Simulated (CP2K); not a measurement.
Crystal: TiO2.

```
CELL_PARAMETERS angstrom
4.59984 0.00000 0.00000
0.00000 4.59984 0.00000
0.00000 0.00000 2.95921
ATOMIC_POSITIONS crystal
Ti 0.00000 0.00000 0.50000
Ti 0.50000 0.50000 0.00000
O 0.30432 0.30432 0.50000
O 0.19568 0.80432 0.00000
O 0.80432 0.19568 0.00000
O 0.69568 0.69568 0.50000
```

The cell is a database's computed one.

Base run:

* Program: CP2K 2026.2
* Functional: PBE
* Potentials or basis: GTH_POTENTIALS Ti GTH-PBE-q12, O GTH-PBE-q6; DZVP-MOLOPT-SR-GTH basis
* Density cutoff: 8163 eV
* k mesh: 6 × 6 × 9
* Occupations: fermi-dirac, width 0.05 eV
* Spin: no spin polarisation

Its results: band gap on the k mesh 1.77 eV, direct; pressure 4.5 GPa; largest force 0.084 eV/Å.

**Question.** The run is repeated on the same cell with these changes: potentials or basis from GTH_POTENTIALS Ti GTH-PBE-q12, O GTH-PBE-q6; DZVP-MOLOPT-SR-GTH basis to GTH_POTENTIALS Ti GTH-PADE-q12, O GTH-PADE-q6; DZVP-MOLOPT-SR-GTH basis; potentials from Ti GTH-PBE-q12 of GTH_POTENTIALS, O GTH-PBE-q6 of GTH_POTENTIALS to Ti GTH-PADE-q12 of GTH_POTENTIALS, O GTH-PADE-q6 of GTH_POTENTIALS. What comes out?

**Answer.** Band gap on the k mesh 1.75 eV, direct; pressure 1.8 GPa; largest force 0.130 eV/Å.

Caveats: an odd mesh through Γ misses points on the zone boundary, where band edges often lie; the basis of atomic orbitals isn't converged, which shifts pressures, moduli and gaps; the potentials were made for another functional, which shifts forces and pressure (some runs).
